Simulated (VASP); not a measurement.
Write the native input for VASP 6.6.1 that does the following.

| Quantity | Value |
| --- | --- |
| Task | band structure |
| Functional | PBE |
| Dispersion | dDsC |
| Potentials or basis | VASP PAW PBE potentials, release 64 (Sm_3), 4f in core |
| Cutoff | 520 eV |
| k mesh | 10 × 10 × 10 |
| Occupations | gaussian, width 0.1 eV |
| Spin | collinear spin, zero start |
| Starting moments | [0.0] μB |
| Hubbard terms | Sm f U = 6 eV |
| Further INCAR settings | ALGO = Normal; EDIFF = 1e-06; NBANDS = 16 |

The structure of Sm lies in POSCAR:

```
Sm
1.0
   -1.8173030691      1.8173030691      2.5609871902
    1.8173030691     -1.8173030691      2.5609871902
    1.8173030691      1.8173030691     -2.5609871902
Sm
1
Direct
    0.0000000000      0.0000000000      0.0000000000
```

This isn't the form of Sm at room conditions, which is rhombohedral.

These files were run (other wordings do the same):

INCAR

```
  PREC = Accurate
  ENCUT = 520
  EDIFF = 1E-6
  ISMEAR = 0
  SIGMA = 0.1
  LREAL = False
  LASPH = True
  NELM = 100
  ALGO = Normal
  ISIF = 2
  LWAVE = False
  LCHARG = False
  ISPIN = 2
  MAGMOM = 0
  LORBIT = 11
  LMAXMIX = 6
  LDAU = True
  LDAUTYPE = 2
  LDAUL = 3
  LDAUU = 6
  LDAUJ = 0
  LDAUPRINT = 1
  GGA = PE
  IVDW = 4
  NBANDS = 16
```

KPOINTS

```
regular mesh
0
Gamma
  10 10 10
```

KPOINTS_OPT

```
path GXYSGZS1NPY1Z,XP
10
line-mode
reciprocal
 0.0000000000  0.0000000000  0.0000000000  G
 0.0000000000  0.0000000000  0.5000000000  X

 0.0000000000  0.0000000000  0.5000000000  X
-0.2517734390  0.2517734390  0.5000000000  Y

-0.2517734390  0.2517734390  0.5000000000  Y
-0.3758867195  0.3758867195  0.3758867195  S

-0.3758867195  0.3758867195  0.3758867195  S
 0.0000000000  0.0000000000  0.0000000000  G

 0.0000000000  0.0000000000  0.0000000000  G
 0.5000000000  0.5000000000 -0.5000000000  Z

 0.5000000000  0.5000000000 -0.5000000000  Z
 0.3758867195  0.6241132805 -0.3758867195  S1

 0.3758867195  0.6241132805 -0.3758867195  S1
 0.0000000000  0.5000000000  0.0000000000  N

 0.0000000000  0.5000000000  0.0000000000  N
 0.2500000000  0.2500000000  0.2500000000  P

 0.2500000000  0.2500000000  0.2500000000  P
 0.5000000000  0.5000000000 -0.2517734390  Y1

 0.5000000000  0.5000000000 -0.2517734390  Y1
 0.5000000000  0.5000000000 -0.5000000000  Z

 0.0000000000  0.0000000000  0.5000000000  X
 0.2500000000  0.2500000000  0.2500000000  P
```

Potentials or basis: VASP PAW PBE potentials, release 64 (Sm_3), 4f in core.

Launch:

```sh
$ cat potpaw_PBE.64/Sm_3/POTCAR > POTCAR
$ mpirun -np 1 vasp_std > vasp.out
```

It gave:

| Item | Value |
| --- | --- |
| Pressure | -1.3 GPa |
| Band gap along the path | none (metal or under the smearing width) |
| Net moment | 0.00 μB per cell |
| Valence electrons inside the program's atomic spheres | Sm 9.07 |
| Dispersion energy per atom | -0.233 eV |

Caveat: the magnetic or orbital state may not be the lowest; U is put on an f shell that these potentials keep in the core, so it has next to no effect; spin-orbit coupling is left out, which moves the levels of the heavy elements; the 4f electrons are frozen in the core as for a trivalent ion, so they carry no moment and show no levels; pairwise dispersion overbinds metals, which lowers pressure and volume.

It took 96 s on 1 thread of AMD EPYC 9R14 (Zen 4), with other jobs on the host, peak memory 0.24 GiB.
